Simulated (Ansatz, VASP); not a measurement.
## MgB2: VASP beside Ansatz

```xyz
3
Lattice="3.0850 0.0000 0.0000 -1.5425 2.6717 0.0000 0.0000 0.0000 3.4878" Properties=species:S:1:pos:R:3 pbc="T T T"
Mg    0.0000    0.0000    0.0000
B     0.0000    1.7811    1.7439
B     1.5425    0.8906    1.7439
```

Change from the starting cell: zz strain of -1 %.

Alike in both runs: task single point; functional LDA; k mesh 12 × 12 × 9; occupations fermi-dirac, width 0.05 eV; no spin polarisation.

|  | VASP | Ansatz |
| --- | --- | --- |
| version | VASP 6.6.1 | Ansatz 0.2.0 |
| potentials or method | VASP PAW LDA potentials, release 64 (Mg, B), cutoff 520 eV | all-electron LAPW, scalar-relativistic |

```csv
,VASP,Ansatz,Ansatz less VASP
pressure (GPa),-7.2,-6.6,+0.59
largest component of the traceless stress (GPa),2.39,2.51,+0.120
```

Ansatz ran all-electron here, so the differences hold the error of VASP's frozen core and of both bases.
